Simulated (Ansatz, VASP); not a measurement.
# One calculation of Mg, two programs

```
CELL_PARAMETERS angstrom
-1.78985 1.78985 1.78985
1.78985 -1.78985 1.78985
1.78985 1.78985 -1.78985
ATOMIC_POSITIONS crystal
Mg 0.00000 0.00000 0.00000
```

This isn't the form of Mg at room conditions, which is hcp.

Alike in both runs: functional PBE; k mesh 16 × 16 × 16; occupations gaussian, width 0.1 eV; no spin polarisation.

Ansatz relaxed the structure, and its values are those at the end. VASP's run is a single point on that final structure, the one shown.

|  | VASP | Ansatz |
| --- | --- | --- |
| version | VASP 6.6.1 | Ansatz 0.2.0 |
| potentials or method | VASP PAW PBE potentials, release 64 (Mg) | scalar-relativistic, plane waves, PAW |
| plane-wave cutoff (eV) | 520 | 420 |
| valence electrons in the cell | 2 | 10 |

Ansatz gave:

```
gap on the k mesh at the Fermi level (eV) : none
pressure (GPa)                            : 0.0
```

**Question.** What did VASP give for the same quantities?

**Answer.** gap on the k mesh at the Fermi level (eV): none; pressure (GPa): -0.1.

A gap of «none» marks a metal or a gap that the smearing closes. With one functional, cell and mesh, what is left measures potentials, basis and numerics. The two sets of potentials don't hold the same shells in valence.
